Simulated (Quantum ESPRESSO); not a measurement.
Here is a Quantum ESPRESSO 7.5 calculation.

pw.in

```
&CONTROL
  calculation = 'scf'
  prefix = 'pwscf'
  outdir = './tmp'
  pseudo_dir = './pseudo'
  tprnfor = .true.
  tstress = .true.
  disk_io = 'low'
/
&SYSTEM
  ibrav = 0
  nat = 2
  ntyp = 2
  ecutwfc = 45
  ecutrho = 360
  nbnd = 13
  occupations = 'smearing'
  smearing = 'fd'
  degauss = 0.00367493
/
&ELECTRONS
  conv_thr = 4d-10
  electron_maxstep = 120
  mixing_beta = 0.5
/
ATOMIC_SPECIES
Ti    47.8670 ti_pbesol_v1.4.uspp.F.UPF
Al    26.9815 al_pbesol_v1.uspp.F.UPF
CELL_PARAMETERS angstrom
   3.1790640000    0.0000000000    0.0000000000
   0.0000000000    3.1790640000    0.0000000000
   0.0000000000    0.0000000000    3.1790640000
ATOMIC_POSITIONS crystal
Ti     0.0000000000    0.0000000000    0.0000000000
Al     0.5000000000    0.5000000000    0.5000000000
K_POINTS automatic
8 8 8 0 0 0
```

Contents of pp_density.in:

```
&INPUTPP
  prefix = 'pwscf'
  outdir = './tmp'
  filplot = 'density.dat'
  plot_num = 0
/
&PLOT
  nfile = 1
  filepp(1) = 'density.dat'
  iflag = 3
  output_format = 6
  fileout = 'density.cube'
/
```

File pp_potential.in:

```
&INPUTPP
  prefix = 'pwscf'
  outdir = './tmp'
  filplot = 'potential.dat'
  plot_num = 11
/
&PLOT
  nfile = 1
  filepp(1) = 'potential.dat'
  iflag = 3
  output_format = 6
  fileout = 'potential.cube'
/
```

Potentials or basis: GBRV 1.5 PBEsol.

Command:

```sh
$ OMP_NUM_THREADS=1 mpirun -n 2 pw.x -nk 2 -in pw.in > pw.out
$ OMP_NUM_THREADS=1 mpirun -n 1 pp.x -in pp_density.in > pp_density.out
$ OMP_NUM_THREADS=1 mpirun -n 1 pp.x -in pp_potential.in > pp_potential.out
```

Question: Estimate the band gap on the k mesh.

Answer: None (metal or under the smearing width).

Question: Estimate the pressure.

Answer: -2.5 GPa.
